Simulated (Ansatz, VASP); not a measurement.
# Cross-check of NiTe2 between VASP and Ansatz

Aim: how closely do two programs agree when they are given the same cell, functional and k mesh?

Program: Ansatz 0.2.0. Level of theory: plane waves, with VASP 6.6.1 beside it; single point at PBEsol. Results are calculated unless marked as measured.

The database entry behind the starting cell is an old determination (1938), so it need not match the best structure at ambient conditions.

**1. Set-up**

It takes space group P-3m1 (No. 164, trigonal). Conventional cell: a = 3.869 Å, b = 3.869 Å, c = 5.308 Å, α = 90.00°, β = 90.00°, γ = 120.00°. Te has 3 Ni at 2.60 Å nearest. Ni has 6 Te at 2.60 Å nearest. Farther neighbours and most contacts between anions are not listed.

As a file:

```cif
data_structure
_symmetry_space_group_name_H-M 'P 1'
_symmetry_Int_Tables_number 1
_cell_length_a 3.8690
_cell_length_b 3.8690
_cell_length_c 5.3080
_cell_angle_alpha 90.000
_cell_angle_beta 90.000
_cell_angle_gamma 120.000
_cell_volume 68.81
loop_
_atom_site_label
_atom_site_type_symbol
_atom_site_fract_x
_atom_site_fract_y
_atom_site_fract_z
_atom_site_occupancy
Te1 Te 0.66667 0.33333 0.75000 1
Te2 Te 0.33333 0.66667 0.25000 1
Ni3 Ni 0.00000 0.00000 0.00000 1
```

**2. VASP: single point, PBEsol**

With cell and atoms fixed, the geometry can't cause a difference; cores, projectors, grids and the points listed under the comparison can.

Lines of VASP's logs that name or quote its potential files are left out, and so is its time.

File INCAR:

```
SYSTEM = NiTe2
PREC = Accurate
ENCUT = 400
EDIFF = 1E-05
NELM = 100
ISMEAR = 0
SIGMA = 0.05
LREAL = .FALSE.
ALGO = Normal
GGA = PS
NBANDS = 19
ISPIN = 2
MAGMOM = 0 0 1
LASPH = .TRUE.
LMAXMIX = 4
LORBIT = 11
LWAVE = .FALSE.
LCHARG = .FALSE.
KPAR = 4
```

File POSCAR:

```
NiTe2
1.0
    3.8690000000      0.0000000000      0.0000000000
   -1.9345000000      3.3506522872      0.0000000000
    0.0000000000      0.0000000000      5.3080000000
Te Ni
2 1
Direct
    0.6666666667      0.3333333333      0.7500000000
    0.3333333333      0.6666666667      0.2500000000
    0.0000000000      0.0000000000      0.0000000000
```

File KPOINTS:

```
Automatic mesh
0
Gamma
6 6 4
0 0 0
```

The projector-augmented-wave data sets are Te and Ni (PBE family, release 64).

Launch:

```sh
$ mpirun -np 4 vasp_std
```

Numbers of over 12 decimals in the logs are rounded to 6 here.

Output:

```text
[banner, memory and clock lines left out]
running    4 mpi-ranks, on    1 nodes
 distrk:  each k-point on    1 cores,    4 groups
 distr:  one band on    1 cores,    1 groups

 POSCAR found type information on POSCAR TeNi
 POSCAR found :  2 types and       3 ions
|                                                                             |
|               ----> ADVICE to this user running VASP <----                  |
|                                                                             |
|     You enforced a specific xc type in the INCAR file but a different       |
|     [... a line on the potential file left out ...]
|     I HOPE YOU KNOW WHAT YOU ARE DOING!                                     |
|                                                                             |

 LDA part: xc-table for (Slater+PW92), standard interpolation
 POSCAR, INCAR and KPOINTS ok, starting setup
 FFT: planning ... GRIDC
 FFT: planning ... GRID_SOFT
 FFT: planning ... GRID
 WAVECAR not read
 entering main loop
       N       E                     dE             d eps       ncg     rms          rms(c)
DAV:   1     0.984831443103E+02    0.98483E+02   -0.74147E+03  1824   0.843E+02
DAV:   2    -0.827840412614E+01   -0.10676E+03   -0.10168E+03  1944   0.197E+02
DAV:   3    -0.149332246373E+02   -0.66548E+01   -0.65249E+01  2310   0.555E+01
DAV:   4    -0.150777985946E+02   -0.14457E+00   -0.14444E+00  2334   0.787E+00
DAV:   5    -0.150810029764E+02   -0.32044E-02   -0.32043E-02  2259   0.118E+00    0.155E+01
DAV:   6    -0.206001235857E+02   -0.55191E+01   -0.43399E+01  2023   0.115E+02    0.245E+01
DAV:   7    -0.142763627414E+02    0.63238E+01   -0.96602E+00  2322   0.651E+01    0.654E+00
DAV:   8    -0.140516511863E+02    0.22471E+00   -0.26867E+00  2425   0.291E+01    0.453E+00
DAV:   9    -0.139522177125E+02    0.99433E-01   -0.73256E-01  2295   0.123E+01    0.190E+00
DAV:  10    -0.139545218689E+02   -0.23042E-02   -0.21496E-02  2105   0.920E-01    0.138E+00
DAV:  11    -0.139535202045E+02    0.10017E-02   -0.15861E-03  2477   0.573E-01    0.845E-01
DAV:  12    -0.139532356541E+02    0.28455E-03   -0.70543E-04  2353   0.266E-01    0.247E-01
DAV:  13    -0.139531936367E+02    0.42017E-04   -0.63223E-05  2065   0.662E-02    0.150E-01
DAV:  14    -0.139531538473E+02    0.39789E-04   -0.29268E-05  1677   0.881E-02    0.903E-02
DAV:  15    -0.139531375915E+02    0.16256E-04   -0.22156E-05  1629   0.658E-02    0.338E-02
DAV:  16    -0.139531367125E+02    0.87894E-06   -0.80170E-06  1092   0.218E-02
   1 F= -.13953137E+02 E0= -.13950885E+02  d E =-.450268E-02  mag=     0.0041
```

Parts of OUTCAR (step 2):

```text
ion  position               nearest neighbor table
   1  0.667  0.333  0.750-   3 2.60   3 2.60   3 2.60   2 3.47   2 3.47   2 3.47   2 3.47   2 3.47
                             2 3.47
   2  0.333  0.667  0.250-   3 2.60   3 2.60   3 2.60   1 3.47   1 3.47   1 3.47   1 3.47   1 3.47
                             1 3.47
   3  0.000  0.000  0.000-   1 2.60   2 2.60   2 2.60   1 2.60   1 2.60   2 2.60

  LATTYP: Found a hexagonal cell.
 ALAT       =     3.8690000000
 C/A-ratio  =     1.3719307315

 Subroutine GETGRP returns: Found 12 space group operations
 (whereof 12 operations were pure point group operations)

The static configuration has the point symmetry D_3d.

 Found     24 irreducible k-points:

   k-points           NKPTS =     24   k-points in BZ     NKDIM =     24   number of bands    NBANDS=     19

   dimension x,y,z NGX =    28 NGY =   28 NGZ =   36
   dimension x,y,z NGXF=    56 NGYF=   56 NGZF=   72

   ENCUT  =  400.0 eV  29.40 Ry    5.42 a.u.   6.31  6.31  8.66*2*pi/ulx,y,z

   NELECT =      22.0000    total number of electrons

 k-points in reciprocal lattice and weights: Automatic mesh
   0.00000000  0.00000000  0.00000000       0.007
   0.16666667  0.00000000  0.00000000       0.042
   0.33333333  0.00000000  0.00000000       0.042
   0.50000000  0.00000000  0.00000000       0.021
   0.16666667  0.16666667  0.00000000       0.042
   0.33333333  0.16666667  0.00000000       0.083
   0.33333333  0.33333333  0.00000000       0.014
   0.00000000  0.00000000  0.25000000       0.014
   0.16666667  0.00000000  0.25000000       0.042
[...]
0.33333333  0.16666667  0.50000000       0.083
   0.33333333  0.33333333  0.50000000       0.014

 average (electrostatic) potential at core
       1 -86.8281       2 -86.8281       3 -83.4953

 E-fermi :   7.8497

 spin component 1
 k-point     1 :       0.0000    0.0000    0.0000
  band No.  band energies     occupation
    ...
      4       4.3217      1.00000
      5       4.3217      1.00000
      6       5.7658      1.00000
      7       5.7658      1.00000
      8       6.2179      1.00000
      9       8.1519      0.00000
     10       8.1519      0.00000
     11       8.7782      0.00000
     12       8.7782      0.00000
     13      10.1311      0.00000
    ...

 k-point     2 :       0.1667    0.0000    0.0000
  band No.  band energies     occupation
    ...
      6       5.3829      1.00000
      7       5.6389      1.00000
      8       6.0272      1.00000
      9       6.6102      1.00000
     10       7.1741      1.00000
     11       7.9937      0.00002
     12       9.4637      0.00000
     13       9.7776      0.00000
     14      12.3268      0.00000
     15      13.6711      0.00000
    ...

 k-point     3 :       0.3333    0.0000    0.0000
  band No.  band energies     occupation
    ...
      7       5.3253      1.00000
      8       5.6563      1.00000
      9       6.1801      1.00000
     10       6.2566      1.00000
     11       6.5917      1.00000
     12       8.5499      0.00000
     13       9.7761      0.00000
     14      11.3971      0.00000
     15      13.9517      0.00000
     16      14.0165      0.00000
    ...

 k-point     4 :       0.5000    0.0000    0.0000
  band No.  band energies     occupation
    ...
      8       5.0063      1.00000
      9       5.9400      1.00000
     10       5.9675      1.00000
     11       6.1105      1.00000
     12       7.8075      0.88339
     13       9.8206      0.00000
     14      11.1133      0.00000
     15      13.5724      0.00000
     16      13.6169      0.00000
     17      14.0613      0.00000
    ...

 k-point     5 :       0.1667    0.1667    0.0000
  band No.  band energies     occupation
    ...
      6       4.5339      1.00000
      7       5.2406      1.00000
      8       5.9078      1.00000
      9       6.0866      1.00000
     10       6.3010      1.00000
     11       8.1251      0.00000
     12       8.3477      0.00000
     13       9.2198      0.00000
     14      12.3907      0.00000
     15      13.4232      0.00000
    ...

 k-point     6 :       0.3333    0.1667    0.0000
  band No.  band energies     occupation
    ...
      8       5.5301      1.00000
      9       5.9519      1.00000
     10       6.0537      1.00000
     11       6.8426      1.00000
     12       7.8095      0.87197
     13       8.5693      0.00000
     14      11.6196      0.00000
     15      12.7945      0.00000
     16      15.3235      0.00000
     17      16.2707      0.00000
    ...

  Total       -1.5718920     -1.5718920     -1.8408504     -0.0000000      0.0000000      0.0000000
  in kB      -36.5994274    -36.5994274    -42.8617681     -0.0000000      0.0000000      0.0000000
  external PRESSURE =     -38.6868743 kB  Pullay stress =       0.0000000 kB

  energy-cutoff  :      400.00
  volume of cell :       68.81
      direct lattice vectors                 reciprocal lattice vectors
     3.869000000  0.000000000  0.000000000     0.258464720  0.149224675  0.000000000
    -1.934500000  3.350652287  0.000000000     0.000000000  0.298449351  0.000000000
     0.000000000  0.000000000  5.308000000     0.000000000  0.000000000  0.188394876

 POSITION                                       TOTAL-FORCE (eV/Angst)
 -----------------------------------------------------------------------------------
      1.93450      1.11688      3.98100        -0.000000      0.000000      0.308227
     -0.00000      2.23377      1.32700         0.000000     -0.000000     -0.308227
      0.00000      0.00000      0.00000         0.000000      0.000000     -0.000000
 -----------------------------------------------------------------------------------
    total drift:                               -0.000000     -0.000000     -0.000000

  FREE ENERGIE OF THE ION-ELECTRON SYSTEM (eV)
  ---------------------------------------------------
  free  energy   TOTEN  =       -13.9531367125 eV

  energy  without entropy=      -13.9486340334  energy(sigma->0) =      -13.95088537

 total charge
# of ion       s       p       d       tot
------------------------------------------
    1        1.402   1.848   0.060   3.309
    2        1.402   1.848   0.060   3.309
    3        0.434   0.484   8.390   9.307
--------------------------------------------------
tot          3.237   4.179   8.510  15.926

 magnetization (x)
# of ion       s       p       d       tot
------------------------------------------
    1        0.000   0.000   0.000   0.000
    2        0.000   0.000   0.000   0.000
    3        0.000   0.000   0.003   0.003
--------------------------------------------------
tot          0.000   0.001   0.003   0.004

[... 6 further parts left out ...]
```

The run ends at a pressure of -3.87 GPa, with forces up to 0.31 eV/Å.

[end of part 1 of 2]

[Lines on the potential files, build, host, timing and source positions are cut from VASP's logs without a mark.]

[Logs are printed without paths, hosts, clocks, repeated set-up lines and the standing remarks that a program may print on its own settings, such as how far it seeks lower states.]

[Hosts, paths, dates, database ids (printed as entryN), source tags and the programs' standing remarks are cut or masked in the printed files.]
